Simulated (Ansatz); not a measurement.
Hf:

```xyz
1
Lattice="-1.8050 1.8050 1.8050 1.8050 -1.8050 1.8050 1.8050 1.8050 -1.8050" Properties=species:S:1:pos:R:3 pbc="T T T"
Hf    0.0000    0.0000    0.0000
```

This isn't the form of Hf at room conditions, which is hcp.

* Program: Ansatz 0.2.0
* Task: relaxation of cell and atoms
* Functional: HSE06
* Potentials or basis: Ansatz PAW
* Cutoff: 420 eV (not typed: the program's choice for these potentials)
* k mesh: 5 × 5 × 5
* Occupations: fermi-dirac, width 0.05 eV
* Spin: no spin polarisation

At the start: volume 23.52 Å³/atom.

Task: Where does the relaxation end?

Result: It ends after 5 steps and the volume is 22.29 Å³/atom (-5.2 %); space group Im-3m (No. 229, to 0.05 Å).

Step by step:
```tsv
step	energy change (eV)	largest force (eV/Å)	volume (Å³)
1	0.0000	0.0000	23.52
2	-0.0071	0.0000	22.33
3	-0.0071	0.0000	22.27
4	-0.0071	0.0000	22.29
5	-0.0067	0.0000	22.29
```

Final structure:
```
Hf
1.0
    -1.77288    1.77288    1.77288
     1.77288   -1.77288    1.77288
     1.77288    1.77288   -1.77288
Hf
1
Direct
  0.00000 0.00000 0.00000
```

Caveat: the k mesh is coarse (spacing up to 0.49 Å⁻¹), so the values aren't converged, least of all with exact exchange; the plane-wave basis is chosen anew once the cell has moved, so the energies of steps on either side of that aren't comparable; the PAW data sets come from PBE, with cores solved anew for the run's functional, which leaves a small shift of forces and pressure.
